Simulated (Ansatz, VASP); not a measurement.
**One calculation of Ga2O3, two programs**

```
Ga O
1.0
     6.10700   -1.51855    0.00000
     6.10700    1.51855    0.00000
    -1.38599    0.00000    5.63001
Ga O
4 6
Cartesian
  3.1730 -0.0760 3.8958
  7.6231 0.0019 1.7842
  10.8225 0.0339 1.1433
  -0.0076 0.0213 4.4726
  5.1724 0.0126 4.1786
  5.6730 0.0276 1.4688
  9.4801 0.0118 2.4783
  1.2902 0.0067 3.1318
  8.9310 -0.0307 4.9978
  1.8558 -0.0476 0.5987
```

Change from the starting cell: atoms moved at random, drawn with an rms of 0.05 Å.

Alike in both runs: task single point; functional PBE; k mesh 9 × 9 × 5; occupations fermi-dirac, width 0.05 eV; no spin polarisation.

```csv
,VASP,Ansatz
version,VASP 6.6.1,Ansatz 0.2.0
potentials or method,"VASP PAW PBE potentials, release 64 (Ga_d, O)",Ansatz PAW
plane-wave cutoff (eV),520,420
valence electrons in the cell,88,88
```

Ansatz gave:

```
gap on the k mesh at the Fermi level (eV)       : 2.39
least direct gap on the mesh (eV)               : 2.39
pressure (GPa)                                  : 10.1
largest component of the traceless stress (GPa) : 2.34
rms of the force components (eV/Å)              : 0.472
```

Q: Estimate VASP's values.

A: gap on the k mesh at the Fermi level (eV): 2.37; least direct gap on the mesh (eV): 2.37; pressure (GPa): 10.8; largest component of the traceless stress (GPa): 2.41; rms of the force components (eV/Å): 0.473.

Atom by atom the forces differ by 0.011 eV/Å (rms over components). The functional is the same, so the differences come from potentials, cutoffs and numerics.

Caveats: an odd mesh through Γ misses points on the zone boundary, where band edges often lie (VASP); odd divisions of the mesh miss points on the zone boundary, where band edges often lie, so the gap on the mesh can be too wide (Ansatz); the pressure holds a Pulay correction of +0.8 GPa for the finite cutoff (Ansatz).
